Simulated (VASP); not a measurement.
Here is a VASP 6.6.1 calculation.

Contents of INCAR:

```
SYSTEM = ZrB3
  PREC = Accurate
  ENCUT = 520
  EDIFF = 1E-6
  ISMEAR = 0
  SIGMA = 0.1
  LREAL = .FALSE.
  LASPH = .TRUE.
  NELM = 100
  ALGO = Normal
  ISIF = 2
  LWAVE = .FALSE.
  LCHARG = .TRUE.
  GGA = PE
  LELF = .TRUE.
  LVHAR = .TRUE.
  NBANDS = 31
```

Contents of KPOINTS:

```
Automatic mesh
0
G
  6 6 4
  0 0 0
```

File POSCAR:

```
ZrB3
1.0
    4.5766734706      0.0000000000      0.0000000000
   -2.2883367353      3.9635154903      0.0000000000
    0.0000000000      0.0000000000      4.1345544708
Zr B
2 6
Direct
    0.0000000000      0.0000000000      0.0000000000
    0.0000000000      0.0000000000      0.5000000000
    0.3115000000      0.3115000000      0.2500000000
    0.0000000000      0.3115000000      0.7500000000
    0.6885000000      0.0000000000      0.2500000000
    0.6885000000      0.6885000000      0.7500000000
    0.0000000000      0.6885000000      0.2500000000
    0.3115000000      0.0000000000      0.7500000000
```

Potentials or basis: VASP PAW PBE potentials, release 64 (Zr_sv, B).

Command:

```sh
$ cat potpaw_PBE.64/Zr_sv/POTCAR potpaw_PBE.64/B/POTCAR > POTCAR
$ mpirun -np 1 vasp_std > vasp.out
```

**Question.** Predict the pressure.

**Answer.** 170.2 GPa.

**Question.** Estimate the largest force.

**Answer.** 14.432 eV/Å.

**Question.** What does it give for the band gap on the k mesh?

**Answer.** None (metal or under the smearing width).

Stress tensor (GPa, compression positive):
```
115.07   0.00   0.00
  0.00 115.07   0.00
  0.00   0.00 280.49
```

Caveat: the k mesh is coarse (spacing up to 0.38 Å⁻¹), so the values aren't converged; a pressure of tens of GPa on the cell as given is suspect, and the run, the potentials or the cell itself is likely at fault; forces of over 1 eV/Å show positions far from the minimum, so gaps and moduli don't describe the material at rest.
